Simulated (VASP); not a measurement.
# MnO under changes of volume

One of the cells (10.999 Å³/atom); the others are scaled copies at fixed shape and fractional positions:

```
CELL_PARAMETERS angstrom
0.00000 2.22391 2.22391
2.22391 0.00000 2.22391
2.22391 2.22391 0.00000
ATOMIC_POSITIONS crystal
Mn 0.00000 0.00000 0.00000
O 0.50000 0.50000 0.50000
```

The cell is a database's computed one.

```yaml
Program: VASP 6.6.1
Functional: PBE
Potentials_or_basis: VASP PAW PBE potentials, release 64 (Mn_pv, O)
Cutoff: 520 eV
k_mesh: 8 × 8 × 8
Occupations: fermi-dirac, width 0.05 eV
Spin: collinear spin, ferromagnetic start
Starting_moments: "[4.0, 0.0] μB"
```

```tsv
volume (Å³/atom)	energy over the lowest point (meV/atom)	pressure (GPa)	moment (μB per cell)
10.559	?	?	?
10.779	2.35	2.1	4.72
10.999	0.00	0.1	4.79
11.219	0.46	-2.1	4.83
11.439	4.33	-4.3	4.86
```

Q: What does the run at 10.559 Å³/atom give?

A: Energy over the lowest point 7.15 meV/atom; pressure 4.3 GPa; moment 4.65 μB per cell.

Worked out: A Birch-Murnaghan fit of order 2 (a polynomial in V^(-2/3)) to the other rows has its minimum at 11.06 Å³/atom with B0 = V·E''(V) = 116 GPa. It gives 8.52 meV/atom at 10.559 Å³/atom, against the run's 7.15, and -dE/dV = 5.9 GPa, against 4.3. A parabola through the other rows of the moment, of slope 0.436 μB per Å³/atom there, extrapolates to 4.63 μB, against the run's 4.65.

Energies are extrapolated to zero smearing.

Caveats: a cell with one magnetic atom can't hold antiferromagnetic order, which such compounds often take.
